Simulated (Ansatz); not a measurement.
# Tin, bcc under r²SCAN: ground state and equation of state, part 1 of 2

What does r²SCAN give for tin in the bcc structure? We relax it, solve it on a dense k-mesh, switch on spin-orbit coupling, then scale the cell to 7 volumes from 88 to 112 % of the relaxed one and try a fit of the equation of state. The k-meshes are 12×12×12 for the relaxation; 19×19×19 for the dense run; 12×12×12 for spin-orbit coupling; 13×13×13 for the volumes.

Program: Ansatz 0.2.0. Level of theory: DFT r2SCAN, plane waves (500 eV) with PAW, scalar-relativistic; the PAW data stem from PBE, with regenerated cores. These are calculated values, not measurements.

### 1 The structure to begin with

It takes space group Im-3m (No. 229, cubic). Conventional cell: a = 3.827 Å, b = 3.827 Å, c = 3.827 Å, α = 90.00°, β = 90.00°, γ = 90.00°. Around Sn (site symmetry m-3m) lie 8 Sn at 3.31 Å.

Structure file:

```xyz
1
Lattice="-1.9137 1.9137 1.9137 1.9137 -1.9137 1.9137 1.9137 1.9137 -1.9137" Properties=species:S:1:pos:R:3 pbc="T T T"
Sn    0.0000    0.0000    0.0000
```

### 2 Relaxing cell and atoms

input.yaml

```yaml
crystal:
  lattice:
    - [-1.9137253733, 1.9137253733, 1.9137253733]
    - [1.9137253733, -1.9137253733, 1.9137253733]
    - [1.9137253733, 1.9137253733, -1.9137253733]
  atoms:
    - { symbol: Sn, position: [0.0, 0.0, 0.0] }
hamiltonian:
  xc: r2scan
  pseudopotentials:
    kind: paw
    azcp:
      Sn: "pseudopotentials/Sn.paw.azcp"
basis:
  ecutwfc: 500
  fft_grid_basis: typed
kpoints:
  mp_grid: { grid: [12, 12, 12], shift: [0, 0, 0] }
magnetization:
  spin_polarized: false
scf:
  occupations: { method: fermi_dirac, width: 0.1 }
relax:
  max_steps: 60
  f_tol: 0.01
  cell: {}
output:
  write_density: true
  write_potential: true
  elf: true
  volumetric_format: npy
```

On the command line:

```bash
ansatz run input.yaml --threads 1 --pin off --max-ram 3584MiB --backend cpu --events-out ev --progress --plain --runs-dir out
```

The program printed (excerpt; [...] marks lines left out):

```text
[...]
Pseudopotentials: kind: paw
Pseudopotential: Sn, paw, valence charge 14, recommended cutoff 500 eV (meta_gga), <dir>
Functional definition: r2SCAN
[...]
Crystal: 1 atoms, lattice volume = 28.035 Å³
Basis set: ecut = 500 eV, 683 PW (Γ), exchange–correlation on 100×100×100 points (64 copies of the dense FFT grid, shifted against one another)
Bands: 11, of which v1, the nominal top of the filled ones, is band 7 counted from 1 (6 counted from 0)
Symmetry: 48 space group operations
Space group: Im-3m (ITA 229), of the structure as read, at distance tolerance 3.0e-5 Å
k-points: 72 of 1728
[...]
SCF iter   1: F=—  HF=-6038.391269 eV  |F-HF|=—  |Δ(HF+E_count)|=         —  Δρ=4.60e-3  dr2=2.40e-3  dr2_τ=1.97e-4  ethr=1.77e-3  ⟨swp⟩=5.0  Hψ=4669  notcnv=0
[...]
relax step   1: F+E_penalty+E_count = -6038.39764807 eV  Δ(F+E_penalty+E_count) = +0.000e0 eV  max|allowed force component| = 0.000e0 eV/Å  Δτ_max = 0.0000 Å  P = -1.973 GPa  Ω = 28.035 Å³  (6 SCF iters, dr2 threshold 1.00e-7 eV, accepted)
[...]
relax step   2: F+E_penalty+E_count = -6038.40520255 eV  Δ(F+E_penalty+E_count) = -7.554e-3 eV  max|allowed force component| = 0.000e0 eV/Å  Δτ_max = 0.0000 Å  P = +0.033 GPa  Ω = 26.844 Å³  energy of the carried Pulay correction = +3.290e-5 eV  (6 SCF iters, dr2 threshold 1.00e-7 eV, accepted)
[...]
relax step   3: F+E_penalty+E_count = -6038.40517523 eV  Δ(F+E_penalty+E_count) = +2.732e-5 eV  max|allowed force component| = 0.000e0 eV/Å  Δτ_max = 0.0000 Å  P = +0.030 GPa  Ω = 26.844 Å³  stress off target by 3.00e-2 GPa  SCF on the basis re-selected at this cell (its energy is not [...]
SCF converged after 6 iterations
Free energy (F): -6038.405175 eV
[...]
E sigma→0 (E₀):  -6038.396882 eV
Entropy (-TS):   -0.016587 eV (-16.587 meV/atom)
Fermi energy:    11.030434 eV
[...]
--- Forces (eV/Å), atoms counted from 1 ---
  atom   1  Sn    -0.00000000     0.00000000    -0.00000000
[...]
--- Stress (GPa, compression-positive) ---
        0.030018       0.000000      -0.000000
        0.000000       0.030018      -0.000000
        0.000000      -0.000000       0.030018
  P = ⅓ Tr σ = 0.0300 GPa (0.300 kbar)
--- Band table (eV; the first three rows and the last of 72) ---
  k-point 0: bands = ["-11.3587", "-11.3587", "-11.3587", "-11.2036", "-11.2036", "-0.7635", "19.5458", "19.5458", "19.5458", "23.8927", "23.8927"]
[...]
--- Relaxed structure (2 steps of the walk, 2 accepted, 1 SCFs on fresh bases) ---
  F+E_penalty+E_count = -6038.40517523 eV   max|allowed force component| = 0.000e0 eV/Å   (the final SCF, on the basis selected at the relaxed cell)
  cell:  # Å, volume = 26.8442 Å³
    - [-1.8862394628960546, 1.8862394628960546, 1.8862394628960546]
    - [1.8862394628960546, -1.8862394628960546, 1.8862394628960546]
    - [1.8862394628960546, 1.8862394628960546, -1.8862394628960546]
  atoms:
    - { symbol: Sn, position: [0.0, 0.0, 0.0] }
```

It took 13 s on 1 thread of Intel Xeon Platinum 8259CL at 2.50GHz (Skylake/Cascade Lake), shared host; peak memory 0.57 GiB.

Step by step:

```csv
step,energy change (meV/atom),largest force (eV/Å),pressure (GPa),volume (Å³/atom)
1,0.00,0.0000,-1.97,28.035
2,-7.55,0.0000,0.03,26.844
3,-7.53,0.0000,0.03,26.844
```

Steps that repeat a cell are solved on a basis chosen anew, so their changes of energy are no gain of the relaxation.

The cell of the run, before and after:

|  | before | after | change |
| --- | --- | --- | --- |
| a (Å) | 3.315 | 3.267 | -1.4 % |
| b (Å) | 3.315 | 3.267 | -1.4 % |
| c (Å) | 3.315 | 3.267 | -1.4 % |
| volume (Å³/atom) | 28.035 | 26.844 | -4.2 % |
| shortest distance (Å) | 3.315 | 3.267 | -1.4 % |
| space group (spins left aside) | Im-3m | Im-3m | same |

### 3 Single point on a dense mesh

input.yaml

```yaml
crystal:
  lattice:
    - [-1.8862394629, 1.8862394629, 1.8862394629]
    - [1.8862394629, -1.8862394629, 1.8862394629]
    - [1.8862394629, 1.8862394629, -1.8862394629]
  atoms:
    - { symbol: Sn, position: [0.0, 0.0, 0.0] }
hamiltonian:
  xc: r2scan
  pseudopotentials:
    kind: paw
    azcp:
      Sn: "pseudopotentials/Sn.paw.azcp"
basis:
  ecutwfc: 500
  fft_grid_basis: typed
kpoints:
  mp_grid: { grid: [19, 19, 19], shift: [0, 0, 0] }
magnetization:
  spin_polarized: false
scf:
  occupations: { method: fermi_dirac, width: 0.1 }
```

On the command line:

```bash
ansatz run input.yaml --threads 1 --pin off --max-ram 3584MiB --backend cpu --events-out ev --progress --plain --runs-dir out
```

The program printed (excerpt; [...] marks lines left out):

```text
[...]
Pseudopotentials: kind: paw
Pseudopotential: Sn, paw, valence charge 14, recommended cutoff 500 eV (meta_gga), <dir>
Functional definition: r2SCAN
[...]
Crystal: 1 atoms, lattice volume = 26.844 Å³
Basis set: ecut = 500 eV, 675 PW (Γ), exchange–correlation on 96×96×96 points (64 copies of the dense FFT grid, shifted against one another)
Bands: 11, of which v1, the nominal top of the filled ones, is band 7 counted from 1 (6 counted from 0)
Symmetry: 48 space group operations
Space group: Im-3m (ITA 229), of the structure as read, at distance tolerance 3.0e-5 Å
k-points: 220 of 6859
[...]
SCF iter   1: F=—  HF=-6038.395637 eV  |F-HF|=—  |Δ(HF+E_count)|=         —  Δρ=4.88e-3  dr2=2.65e-3  dr2_τ=2.66e-4  ethr=1.77e-3  ⟨swp⟩=5.0  Hψ=14450  notcnv=0
[...]
SCF iter   6: F=-6038.403325 eV  HF=-6038.403324 eV  |F-HF|=1.12e-7  |Δ(HF+E_count)|=   1.98e-6  Δρ=1.50e-5  dr2=4.35e-8  dr2_τ=2.24e-9  ethr=7.14e-10  ⟨swp⟩=3.7  Hψ=5561  notcnv=0
[...]
SCF converged after 6 iterations
Free energy (F): -6038.403325 eV
[...]
E sigma→0 (E₀):  -6038.394509 eV
Entropy (-TS):   -0.017631 eV (-17.631 meV/atom)
Fermi energy:    10.970487 eV
[...]
```

Run time: 8.6 s. Hardware: 1 thread of Intel Xeon Platinum 8259CL at 2.50GHz (Skylake/Cascade Lake), shared host; peak memory 0.57 GiB.

### 4 Spin-orbit coupling switched on

input.yaml, as its differences from that of step 3:

```diff
@@ -10,3 +10,3 @@
   pseudopotentials:
-    kind: paw
+    kind: paw_fr
     azcp:
@@ -17,5 +17,6 @@
 kpoints:
-  mp_grid: { grid: [19, 19, 19], shift: [0, 0, 0] }
+  mp_grid: { grid: [12, 12, 12], shift: [0, 0, 0] }
 magnetization:
-  spin_polarized: false
+  noncollinear: true
+  spin_orbit: true
 scf:
```

On the command line:

```bash
ansatz run input.yaml --threads 1 --pin off --max-ram 3584MiB --backend cpu --events-out ev --progress --plain --runs-dir out
```

The program printed (excerpt; [...] marks lines left out):

```text
[...]
Pseudopotentials: kind: paw_fr
Pseudopotential: Sn, paw_fr, valence charge 14, recommended cutoff 500 eV (meta_gga), <dir>
Functional definition: r2SCAN
[...]
non-collinear run that drives no moment, with spin-orbit: no starting moment large enough to seed its density (crystal.atoms[].spin), no starting occupations that ask for one, no magnetisation constraint and no magnetic field, so the semilocal B_xc is pinned to zero
Crystal: 1 atoms, lattice volume = 26.844 Å³
Basis set: ecut = 500 eV, 675 PW (Γ), exchange–correlation on 96×96×96 points (64 copies of the dense FFT grid, shifted against one another)
Bands: 22, of which v1, the nominal top of the filled ones, is band 14 counted from 1 (13 counted from 0)
Symmetry: 48 space group operations + 48 with time reversal
Magnetic group: BNS 229.141 (UNI 1643), of the structure as read, at distance tolerance 3.0e-5 Å
[...]
SCF iter   1: F=—  HF=-6028.184900 eV  |F-HF|=—  |Δ(HF+E_count)|=         —  Δρ=1.13e-2  dr2=3.14e-2  dr2_τ=8.77e-5  dr2_m=0.00e0 (ungated)  ethr=2.04e-4  |M|=0.00e0 ∫|m|=0.00e0 μB  |m|>n=0.0e0 m-floor=0.0e0 τ_xc=0.0e0  β_m=0.30  ⟨swp⟩=1.2  Hψ=6185  notcnv=0
[...]
spin=Noncollinear: Kerker preconditioning applied to the charge; magnetization (m_x, m_y, m_z) channels mix plain (no charge-response kernel on spin).
[...]
SCF iter   7: F=-6028.197468 eV  HF=-6028.197468 eV  |F-HF|=8.17e-8  |Δ(HF+E_count)|=   8.02e-6  Δρ=1.27e-5  dr2=2.87e-8  dr2_τ=1.36e-10  dr2_m=0.00e0 (ungated)  ethr=7.14e-10  |M|=0.00e0 ∫|m|=0.00e0 μB  |m|>n=0.0e0 m-floor=0.0e0 τ_xc=0.0e0  ⟨swp⟩=1.7  Hψ=2520  notcnv=0
[...]
SCF converged after 7 iterations
Magnetization: |M| = 0.0000 μB,  M = (+0.0000, +0.0000, +0.0000) μB
Absolute magnetization: 0.0000 μB (∫|m|)
  site 0: m = (+0.0000, +0.0000, +0.0000) μB, |m| = 0.0000 μB  (R = 1.35 Å)
Free energy (F): -6028.197468 eV
[...]
E sigma→0 (E₀):  -6028.188992 eV
Entropy (-TS):   -0.016952 eV (-16.952 meV/atom)
Fermi energy:    11.021804 eV
[...]
```

Wall time 21 s (1 thread of Intel Xeon Platinum 8259CL at 2.50GHz (Skylake/Cascade Lake), shared host); peak memory 0.58 GiB.

With and without spin-orbit coupling:

```csv
,scalar-relativistic,with spin-orbit coupling
k-mesh,19×19×19,12×12×12
gap on the mesh,none (levels filled in part),none (levels filled in part)
```

The meshes differ, so small differences between the columns need not come from spin-orbit coupling.

### 5 The cell scaled to 88 % of its volume

input.yaml

```yaml
crystal:
  lattice:
    - [-1.8075530435, 1.8075530435, 1.8075530435]
    - [1.8075530435, -1.8075530435, 1.8075530435]
    - [1.8075530435, 1.8075530435, -1.8075530435]
  atoms:
    - { symbol: Sn, position: [0.0, 0.0, 0.0] }
hamiltonian:
  xc: r2scan
  pseudopotentials:
    kind: paw
    azcp:
      Sn: "pseudopotentials/Sn.paw.azcp"
basis:
  ecutwfc: 500
  fft_grid_basis: typed
kpoints:
  mp_grid: { grid: [13, 13, 13], shift: [0, 0, 0] }
magnetization:
  spin_polarized: false
scf:
  occupations: { method: fermi_dirac, width: 0.1 }
  lower_state_search: "off"
output:
  stress: true
  write_density: true
  write_potential: true
  elf: true
  volumetric_format: npy
```

On the command line:

```bash
ansatz run input.yaml --threads 1 --pin off --max-ram 3584MiB --backend cpu --events-out ev --progress --plain --runs-dir out
```

The program printed (excerpt; [...] marks lines left out):

```text
[...]
Pseudopotentials: kind: paw
Pseudopotential: Sn, paw, valence charge 14, recommended cutoff 500 eV (meta_gga), <dir>
Functional definition: r2SCAN
[...]
Crystal: 1 atoms, lattice volume = 23.623 Å³
Basis set: ecut = 500 eV, 603 PW (Γ), exchange–correlation on 96×96×96 points (64 copies of the dense FFT grid, shifted against one another)
Bands: 11, of which v1, the nominal top of the filled ones, is band 7 counted from 1 (6 counted from 0)
Symmetry: 48 space group operations
Space group: Im-3m (ITA 229), of the structure as read, at distance tolerance 2.9e-5 Å
k-points: 84 of 2197
[...]
SCF iter   1: F=-6038.313103 eV  HF=-6038.302069 eV  |F-HF|=1.10e-2  |Δ(HF+E_count)|=         —  Δρ=5.52e-3  dr2=3.00e-3  dr2_τ=8.43e-4  ethr=1.77e-3  ⟨swp⟩=5.0  Hψ=5558  notcnv=0
[...]
SCF iter   7: F=-6038.314941 eV  HF=-6038.314941 eV  |F-HF|=3.17e-9  |Δ(HF+E_count)|=   3.78e-7  Δρ=3.81e-6  dr2=2.42e-9  dr2_τ=6.25e-11  ethr=7.14e-10  ⟨swp⟩=8.9  Hψ=5920  notcnv=0
[...]
SCF converged after 7 iterations
Free energy (F): -6038.314941 eV
[...]
E sigma→0 (E₀):  -6038.304950 eV
Entropy (-TS):   -0.019981 eV (-19.981 meV/atom)
Fermi energy:    13.044166 eV
[...]
--- Stress (GPa, compression-positive) ---
        9.405879      -0.000000       0.000000
       -0.000000       9.405879       0.000000
        0.000000       0.000000       9.405879
  P = ⅓ Tr σ = 9.4059 GPa (94.059 kbar)
--- Band table (eV; the first three rows and the last of 84) ---
  k-point 0: bands = ["-9.4234", "-9.4234", "-9.4234", "-9.1982", "-9.1982", "0.2311", "22.9693", "22.9693", "22.9693", "26.1332", "26.1332"]
[...]
```

Run time: 5.8 s. Hardware: 1 thread of Intel Xeon Platinum 8259CL at 2.50GHz (Skylake/Cascade Lake), shared host; peak memory 0.55 GiB.

The maps below are laid out on this run's own conventional cell (a, b, c = 3.615, 3.615, 3.615 Å).

Density in a lattice plane of the grid's cell (edges 3.62 and 3.62 Å, at 0.000 of the third edge), which holds Sn.

Ten even steps from '0' (0.10 e/Å³) to '9' (16.61 e/Å³):
```
875310000000000000001357
543210000000000000001234
221100000000000000000112
110000000000000000000001
000000000000000000000000
000000000000000000000000
000000000000000000000000
000000000000000000000000
000000000000000000000000
000000000000000000000000
000000000000000000000000
000000000000000000000000
000000000000000000000000
000000000000000000000000
000000000000000000000000
110000000000000000000001
221100000000000000000112
543210000000000000001234
875310000000000000001357
986310000000000000001368
```
Columns run along the first of these edges and rows up along the second, over one cell in 24 and 20 even steps from the bottom left corner. Atoms in the plane (fractional): Sn at (0.00, 0.00).

ELF in the same plane.

Ten even steps from '0' (0.00) to '9' (0.35):
```
000247899875457889874200
001368999875457899986310
334688999865456899988643
677899999865556899999877
888999999765556799999988
889999998655555689999999
888999876655455667899988
777777665554445556677777
555555555444444455555555
444445554444444445554444
555555555444444455555555
777777665554445556677777
888999876655455667899988
899999998655555689999998
888999999765556799999988
677899999865556899999877
334688999865456899988643
001368999875457899986310
000247898875457899874200
000147888875457888874100
```
Columns run along the first of these edges and rows up along the second, over one cell in 24 and 20 even steps from the bottom left corner. Atoms in the plane (fractional): Sn at (0.00, 0.00).

Both are smooth fields of the valence electrons: close to the nuclei they are not physical.

### 6 The cell scaled to 92 % of its volume

input.yaml, as its differences from that of step 5:

```diff
@@ -2,5 +2,5 @@
   lattice:
-    - [-1.8075530435, 1.8075530435, 1.8075530435]
-    - [1.8075530435, -1.8075530435, 1.8075530435]
-    - [1.8075530435, 1.8075530435, -1.8075530435]
+    - [-1.8345354252, 1.8345354252, 1.8345354252]
+    - [1.8345354252, -1.8345354252, 1.8345354252]
+    - [1.8345354252, 1.8345354252, -1.8345354252]
   atoms:
```

On the command line:

```bash
ansatz run input.yaml --threads 1 --pin off --max-ram 3584MiB --backend cpu --events-out ev --progress --plain --runs-dir out
```

The program printed (excerpt; [...] marks lines left out):

```text
[...]
Pseudopotentials: kind: paw
Pseudopotential: Sn, paw, valence charge 14, recommended cutoff 500 eV (meta_gga), <dir>
Functional definition: r2SCAN
[...]
Crystal: 1 atoms, lattice volume = 24.697 Å³
Basis set: ecut = 500 eV, 627 PW (Γ), exchange–correlation on 96×96×96 points (64 copies of the dense FFT grid, shifted against one another)
Bands: 11, of which v1, the nominal top of the filled ones, is band 7 counted from 1 (6 counted from 0)
Symmetry: 48 space group operations
Space group: Im-3m (ITA 229), of the structure as read, at distance tolerance 2.9e-5 Å
k-points: 84 of 2197
[...]
SCF iter   1: F=-6038.363020 eV  HF=-6038.353748 eV  |F-HF|=9.27e-3  |Δ(HF+E_count)|=         —  Δρ=5.26e-3  dr2=2.86e-3  dr2_τ=5.78e-4  ethr=1.77e-3  ⟨swp⟩=5.0  Hψ=5524  notcnv=0
[...]
SCF iter   7: F=-6038.364862 eV  HF=-6038.364862 eV  |F-HF|=3.11e-9  |Δ(HF+E_count)|=   3.88e-7  Δρ=4.18e-6  dr2=3.11e-9  dr2_τ=4.57e-11  ethr=7.14e-10  ⟨swp⟩=8.9  Hψ=5896  notcnv=0
[...]
SCF converged after 7 iterations
Free energy (F): -6038.364862 eV
[...]
E sigma→0 (E₀):  -6038.354556 eV
Entropy (-TS):   -0.020611 eV (-20.611 meV/atom)
Fermi energy:    12.285819 eV
[...]
--- Stress (GPa, compression-positive) ---
        5.638688      -0.000000      -0.000000
        0.000000       5.638688      -0.000000
        0.000000      -0.000000       5.638688
  P = ⅓ Tr σ = 5.6387 GPa (56.387 kbar)
--- Band table (eV; the first three rows and the last of 84) ---
  k-point 0: bands = ["-10.1155", "-10.1155", "-10.1155", "-9.9173", "-9.9173", "-0.1270", "21.7303", "21.7303", "21.7303", "25.3332", "25.3332"]
[...]
```

It took 7.8 s on 1 thread of Intel Xeon Platinum 8259CL at 2.50GHz (Skylake/Cascade Lake), shared host; peak memory 0.55 GiB.

### 7 The cell scaled to 96 % of its volume

input.yaml, as its differences from that of step 6:

```diff
@@ -2,5 +2,5 @@
   lattice:
-    - [-1.8345354252, 1.8345354252, 1.8345354252]
-    - [1.8345354252, -1.8345354252, 1.8345354252]
-    - [1.8345354252, 1.8345354252, -1.8345354252]
+    - [-1.8607466154, 1.8607466154, 1.8607466154]
+    - [1.8607466154, -1.8607466154, 1.8607466154]
+    - [1.8607466154, 1.8607466154, -1.8607466154]
   atoms:
```

On the command line:

```bash
ansatz run input.yaml --threads 1 --pin off --max-ram 3584MiB --backend cpu --events-out ev --progress --plain --runs-dir out
```

The program printed (excerpt; [...] marks lines left out):

```text
[...]
Pseudopotentials: kind: paw
Pseudopotential: Sn, paw, valence charge 14, recommended cutoff 500 eV (meta_gga), <dir>
Functional definition: r2SCAN
[...]
Crystal: 1 atoms, lattice volume = 25.770 Å³
Basis set: ecut = 500 eV, 675 PW (Γ), exchange–correlation on 96×96×96 points (64 copies of the dense FFT grid, shifted against one another)
Bands: 11, of which v1, the nominal top of the filled ones, is band 7 counted from 1 (6 counted from 0)
Symmetry: 48 space group operations
Space group: Im-3m (ITA 229), of the structure as read, at distance tolerance 3.0e-5 Å
k-points: 84 of 2197
[...]
SCF iter   1: F=-6038.390516 eV  HF=-6038.382875 eV  |F-HF|=7.64e-3  |Δ(HF+E_count)|=         —  Δρ=5.05e-3  dr2=2.75e-3  dr2_τ=3.93e-4  ethr=1.77e-3  ⟨swp⟩=5.0  Hψ=5529  notcnv=0
[...]
SCF iter   6: F=-6038.392280 eV  HF=-6038.392280 eV  |F-HF|=2.17e-7  |Δ(HF+E_count)|=   2.16e-6  Δρ=1.95e-5  dr2=7.32e-8  dr2_τ=3.34e-9  ethr=7.14e-10  ⟨swp⟩=11.3  Hψ=7249  notcnv=0
[...]
SCF converged after 6 iterations
Free energy (F): -6038.392280 eV
[...]
E sigma→0 (E₀):  -6038.381736 eV
Entropy (-TS):   -0.021087 eV (-21.087 meV/atom)
Fermi energy:    11.591218 eV
[...]
--- Stress (GPa, compression-positive) ---
        2.657903      -0.000000       0.000000
        0.000000       2.657903      -0.000000
       -0.000000      -0.000000       2.657903
  P = ⅓ Tr σ = 2.6579 GPa (26.579 kbar)
--- Band table (eV; the first three rows and the last of 84) ---
  k-point 0: bands = ["-10.7568", "-10.7568", "-10.7568", "-10.5817", "-10.5817", "-0.4564", "20.5928", "20.5928", "20.5928", "24.5887", "24.5887"]
[...]
```

Run time: 6 s. Hardware: 1 thread of Intel Xeon Platinum 8259CL at 2.50GHz (Skylake/Cascade Lake), shared host; peak memory 0.55 GiB.

### 8 The cell scaled to 100 % of its volume

input.yaml, as its differences from that of step 7:

```diff
@@ -2,5 +2,5 @@
   lattice:
-    - [-1.8607466154, 1.8607466154, 1.8607466154]
-    - [1.8607466154, -1.8607466154, 1.8607466154]
-    - [1.8607466154, 1.8607466154, -1.8607466154]
+    - [-1.8862394629, 1.8862394629, 1.8862394629]
+    - [1.8862394629, -1.8862394629, 1.8862394629]
+    - [1.8862394629, 1.8862394629, -1.8862394629]
   atoms:
@@ -25,5 +25 @@
   stress: true
-  write_density: true
-  write_potential: true
-  elf: true
-  volumetric_format: npy
```

On the command line:

```bash
ansatz run input.yaml --threads 1 --pin off --max-ram 3584MiB --backend cpu --events-out ev --progress --plain --runs-dir out
```

The program printed (excerpt; [...] marks lines left out):

```text
[...]
Pseudopotentials: kind: paw
Pseudopotential: Sn, paw, valence charge 14, recommended cutoff 500 eV (meta_gga), <dir>
Functional definition: r2SCAN
[...]
Crystal: 1 atoms, lattice volume = 26.844 Å³
Basis set: ecut = 500 eV, 675 PW (Γ), exchange–correlation on 96×96×96 points (64 copies of the dense FFT grid, shifted against one another)
Bands: 11, of which v1, the nominal top of the filled ones, is band 7 counted from 1 (6 counted from 0)
Symmetry: 48 space group operations
Space group: Im-3m (ITA 229), of the structure as read, at distance tolerance 3.0e-5 Å
k-points: 84 of 2197
[...]
SCF iter   1: F=-6038.400312 eV  HF=-6038.394043 eV  |F-HF|=6.27e-3  |Δ(HF+E_count)|=         —  Δρ=4.86e-3  dr2=2.64e-3  dr2_τ=2.68e-4  ethr=1.77e-3  ⟨swp⟩=5.0  Hψ=5489  notcnv=0
[...]
SCF iter   6: F=-6038.401894 eV  HF=-6038.401894 eV  |F-HF|=1.58e-7  |Δ(HF+E_count)|=   2.00e-6  Δρ=1.65e-5  dr2=5.28e-8  dr2_τ=2.67e-9  ethr=7.14e-10  ⟨swp⟩=5.5  Hψ=3202  notcnv=0
[...]
SCF converged after 6 iterations
Free energy (F): -6038.401894 eV
[...]
E sigma→0 (E₀):  -6038.391205 eV
Entropy (-TS):   -0.021378 eV (-21.378 meV/atom)
Fermi energy:    10.953881 eV
[...]
--- Stress (GPa, compression-positive) ---
        0.299079       0.000000      -0.000000
       -0.000000       0.299079      -0.000000
       -0.000000      -0.000000       0.299079
  P = ⅓ Tr σ = 0.2991 GPa (2.991 kbar)
```

Wall time 3.9 s (1 thread of Intel Xeon Platinum 8259CL at 2.50GHz (Skylake/Cascade Lake), shared host); peak memory 0.55 GiB.

(Continued in part 2 of 2.)
